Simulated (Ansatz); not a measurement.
Relativity in Ga

```xyz
2
Lattice="1.3830 -4.0265 0.0000 1.3830 4.0265 0.0000 -0.1174 0.0000 3.3299" Properties=species:S:1:pos:R:3 pbc="T T T"
Ga    1.3536   -2.9716    0.8325
Ga    1.2949    2.9716    2.4974
```

Atom numbers follow the list: Ga1, Ga2.

Conventional cell: a = 2.766 Å, b = 8.053 Å, c = 3.332 Å, α = 90.00°, β = 92.02°, γ = 90.00°. Ga (atom 1) is surrounded by 8 Ga at 2.69 to 2.92 Å.

Structure: COD 9011089, as refined from experiment and not relaxed.

One fixed cell is solved with PBE by PAW with the default files in Ansatz 0.2.0 under different relativistic treatments. Pressure is positive in compression.

Sampling and basis: a Γ-centred 14×14×11 k mesh, Fermi–Dirac smearing of 0.05 eV, cutoff 420 eV, no spin polarisation.

```csv
setting,P (GPa),force Ga1 y (eV/Å),"lowest level at Γ above −25 eV, from the valence-band top or, without a gap, the Fermi level (eV)"
scalar-relativistic,1.74,0.187,?
with spin–orbit coupling,1.72,0.187,?
```

Task: What belongs in the row "with spin–orbit coupling", column "lowest level at Γ above −25 eV, from the valence-band top or, without a gap, the Fermi level (eV)"?

Result: -15.27.

Task: Fill in "lowest level at Γ above −25 eV, from the valence-band top or, without a gap, the Fermi level (eV)" for the row "scalar-relativistic".

Result: -15.15.
